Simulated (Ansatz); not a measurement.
## Sb in Ansatz: the effect of functional

The system is Sb, a slab with vacuum.

```
Sb
1.0
     3.16000    0.00000    0.00000
     0.00000    3.16000    0.00000
     0.00000    0.00000   24.48000
Sb
4
Direct
  0.00000 0.00000 0.30637
  0.00000 0.00000 0.43546
  0.00000 0.00000 0.56454
  0.00000 0.00000 0.69363
```

Alike in all runs:

```yaml
Program: Ansatz 0.2.0
Task: single point
Potentials_or_basis: all-electron LAPW, scalar-relativistic
Cutoff: 169 eV (chosen from the basis error)
Basis_error_allowed: 0.002 eV/atom
k_mesh: 8 × 8 × 1
Occupations: fermi-dirac, width 0.05 eV
Spin: no spin polarisation
```

Question: One run gave: largest force 0.76 eV/Å; work function 4.66 eV. Which functional did it use?
A. PBE
B. PBEsol
C. LDA

Answer: C.

```tsv
functional	largest force (eV/Å)	work function (eV)
PBE	0.55	4.38
LDA	0.76	4.66
PBEsol	0.70	4.47
```
